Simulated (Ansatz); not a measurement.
## Be₇Te and its competing phases

These are results of Ansatz, DFT PBE, scalar-relativistic, plane waves, PAW, not measurements. All cells share a 420 eV cutoff and Γ-centred k meshes spaced at most about 0.3 Å⁻¹ (about 0.25 or finer for metals, 2π included). No spin polarisation.

Formation energies are uncorrected and refer to the elements' standard structures at the same level.

Temperature and zero-point effects are left out. These runs have no spin–orbit coupling, which can matter for Te. The reference form of Te is held partly by dispersion forces, which this level lacks.

The competitors are the elements and 1 reference phase of this chemical system (from databases or known types: BeTe), relaxed at the same level; other known phases may be missing.

The candidate was reached from: Mg7Sn type (P-6m2).

```
CELL_PARAMETERS angstrom
5.42232 0.00000 0.00000
-2.71116 4.69587 0.00000
0.00000 0.00000 3.60280
ATOMIC_POSITIONS crystal
Be 0.48013 0.96026 0.00000
Be 0.48013 0.51987 0.00000
Be 0.03974 0.51987 0.00000
Be 0.41483 0.20742 0.50000
Be 0.79258 0.20742 0.50000
Be 0.79258 0.58517 0.50000
Be 0.33333 0.66667 0.50000
Te 0.00000 0.00000 0.00000
```

The lowest competing mixture at this composition:

```tsv
phase	space group	source	share of atoms	ΔE_f (eV/atom)
Be	-	element	0.7500	0.000
BeTe	F-43m (No. 216)	COD	0.2500	-0.361
```

Question: What are the hull's energy here, the candidate's formation energy and its margin?

Answer: The hull lies at -0.090 eV/atom, the weighted sum of the last column. The candidate has 0.580 eV/atom, which is 0.67 eV/atom above it. The candidate matches no cell in the subsets of the Crystallography Open Database and the Materials Project at hand. The margin is far too high for a likely synthesis.
